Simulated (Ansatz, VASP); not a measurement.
## AlN in VASP and in Ansatz

```
Al N
1.0
     3.03600    0.00000    0.00000
    -1.51800    2.62925    0.00000
     0.00000    0.00000    5.61900
Al N
2 2
Direct
  0.33333 0.66667 0.00712
  0.66667 0.33333 0.50712
  0.33333 0.66667 0.37788
  0.66667 0.33333 0.87788
```

Alike in both runs: functional PBE; k mesh 9 × 9 × 6; occupations gaussian, width 0.05 eV; no spin polarisation.

Ansatz relaxed the structure, and its values are those at the end. VASP's run is a single point on that final structure, the one shown.

|  | VASP | Ansatz |
| --- | --- | --- |
| version | VASP 6.6.1 | Ansatz 0.2.0 |
| potentials or method | VASP PAW PBE potentials, release 64 (Al, N) | scalar-relativistic, plane waves, PAW |
| plane-wave cutoff (eV) | 520 | 520 |
| valence electrons in the cell | 16 | 16 |

|  | VASP | Ansatz | Ansatz less VASP |
| --- | --- | --- | --- |
| gap on the k mesh at the Fermi level (eV) | 2.78 | 2.78 | 0.000 |
| least direct gap on the mesh (eV) | 2.78 | 2.78 | 0.000 |
| pressure (GPa) | -6.4 | -6.2 | +0.16 |

The functional is the same, so the differences come from potentials, cutoffs and numerics. Ansatz warned: «stress_scf_threshold_loose».

A hybrid or GW would open this gap; PBE tends to underestimate it.
